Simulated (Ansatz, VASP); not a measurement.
## GeS: VASP beside Ansatz

Contents of INCAR:

```
ALGO = Fast ; EDIFF = 1E-6
ENCUT = 520 ; ISIF = 2
ISMEAR = 0 ; LASPH = True
LCHARG = False ; LREAL = False
LWAVE = False ; NBANDS = 50
NELM = 100 ; PREC = Accurate
SIGMA = 0.01
```

The input KPOINTS:

```
k-points
0
Gamma
  2 6 6
```

Contents of POSCAR:

```
GeS
1.0
   10.6078054202      0.0000000000      0.0000000000
    0.0000000000      3.6081036216      0.0000000000
    0.0000000000      0.0000000000      4.4223352564
Ge S
4 4
Direct
    0.1250788433      0.2500000000      0.1282278303
    0.3749211567      0.7500000000      0.6282278303
    0.6250788433      0.2500000000      0.3717721697
    0.8749211567      0.7500000000      0.8717721697
    0.8472275933      0.2500000000      0.5118733973
    0.6527724067      0.7500000000      0.0118733973
    0.3472275933      0.2500000000      0.9881266027
    0.1527724067      0.7500000000      0.4881266027
```

Input for Ansatz:

```yaml
crystal:
  lattice:
    - [10.6078054202, 0.0, 0.0]
    - [0.0, 3.6081036216, 0.0]
    - [0.0, 0.0, 4.4223352564]
  atoms:
    - { symbol: Ge, position: [0.1250788433, 0.25, 0.1282278303] }
    - { symbol: Ge, position: [0.3749211567, 0.75, 0.6282278303] }
    - { symbol: Ge, position: [0.6250788433, 0.25, 0.3717721697] }
    - { symbol: Ge, position: [0.8749211567, 0.75, 0.8717721697] }
    - { symbol: S, position: [0.8472275933, 0.25, 0.5118733973] }
    - { symbol: S, position: [0.6527724067, 0.75, 0.0118733973] }
    - { symbol: S, position: [0.3472275933, 0.25, 0.9881266027] }
    - { symbol: S, position: [0.1527724067, 0.75, 0.4881266027] }
kpoints:
  mp_grid: { grid: [2, 6, 6] }
hamiltonian:
  xc: lda
scf:
  occupations: { method: fixed }
output:
  optics: { e_range: [0, 12], de: 0.05, sigma: 0.1, bands: auto }
```

Alike in both runs: task single point; functional LDA; k mesh 2 × 6 × 6; no spin polarisation.

```csv
,VASP,Ansatz
version,VASP 6.6.1,Ansatz 0.2.0
potentials or method,"VASP PAW LDA potentials, release 64 (Ge_d, S)","plane waves, PAW"
plane-wave cutoff (eV),520,420
occupations,"gaussian, width 0.01 eV",fixed
valence electrons in the cell,80,80
```

```tsv
	VASP	Ansatz	Ansatz less VASP
gap on the k mesh at the Fermi level (eV)	1.00	1.01	+0.008
```

A k mesh can miss the band edges.
